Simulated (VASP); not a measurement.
The system is Se.

```
Se
1.0
     4.50482    0.00000    0.00000
    -2.25241    3.90129    0.00000
     0.00000    0.00000    4.97880
Se
3
Direct
  0.21789 0.00000 0.33333
  0.00000 0.21789 0.66667
  0.78211 0.78211 0.00000
```

- Program: VASP 6.6.1
- Task: relaxation of cell and atoms
- Functional: PBEsol
- Potentials or basis: VASP PAW PBE potentials, release 64 (Se)
- Cutoff: 600 eV
- k mesh: 3 × 3 × 2
- Occupations: gaussian, width 0.02 eV
- Spin: no spin polarisation

At the start: pressure -0.3 GPa; volume 29.17 Å³/atom.

Q: How do energy, volume and symmetry change on relaxing?

A: Over 25 steps the energy falls by 39.2 meV/atom and the volume is 24.98 Å³/atom (-14.4 %); space group P3_121 (No. 152, to 0.05 Å).

Step by step:
```tsv
step	energy change (eV)	largest force (eV/Å)	pressure (GPa)	volume (Å³)
1	0.0000	0.3976	-0.33	87.50
2	-0.0216	0.1551	-1.20	86.74
3	-0.0353	0.2648	-2.80	85.16
4	-0.0418	0.2643	-2.74	84.58
5	-0.0602	0.2614	-2.55	82.84
6	-0.0896	0.2546	-1.98	79.42
7	-0.0967	0.2656	0.24	72.85
8	-0.1048	0.2427	-1.05	76.15
9	-0.1053	0.2447	-0.85	75.56
10	-0.1092	0.1663	-0.53	75.56
11	-0.1123	0.0170	0.08	75.55
12	-0.1123	0.0040	0.13	75.55
13	-0.1132	0.0036	0.07	75.63
14	-0.1152	0.0030	-0.11	75.87
15	-0.1157	0.0003	-0.48	76.34
16	-0.1161	0.0018	-0.33	76.14
17	-0.1167	0.0487	-0.02	75.75
18	-0.1167	0.0572	0.03	75.69
19	-0.1171	0.0429	-0.01	75.54
20	-0.1173	0.0066	-0.09	75.14
21	-0.1174	0.0164	-0.07	75.25
22	-0.1175	0.0187	0.02	75.08
23	-0.1175	0.0204	0.09	74.94
24	-0.1176	0.0027	0.03	74.93
25	-0.1176	0.0007	0.02	74.93
```

Final structure:
```
CELL_PARAMETERS angstrom
4.14088 0.00000 0.00000
-2.07044 3.58611 0.00000
0.00000 0.00000 5.04592
ATOMIC_POSITIONS crystal
Se 0.24362 0.00000 0.33333
Se 0.00000 0.24362 0.66667
Se 0.75638 0.75638 0.00000
```

Caveat: the k mesh is coarse (spacing up to 0.63 Å⁻¹), so the values aren't converged; the PAW data sets were made with another functional, which shifts forces and pressure a little.
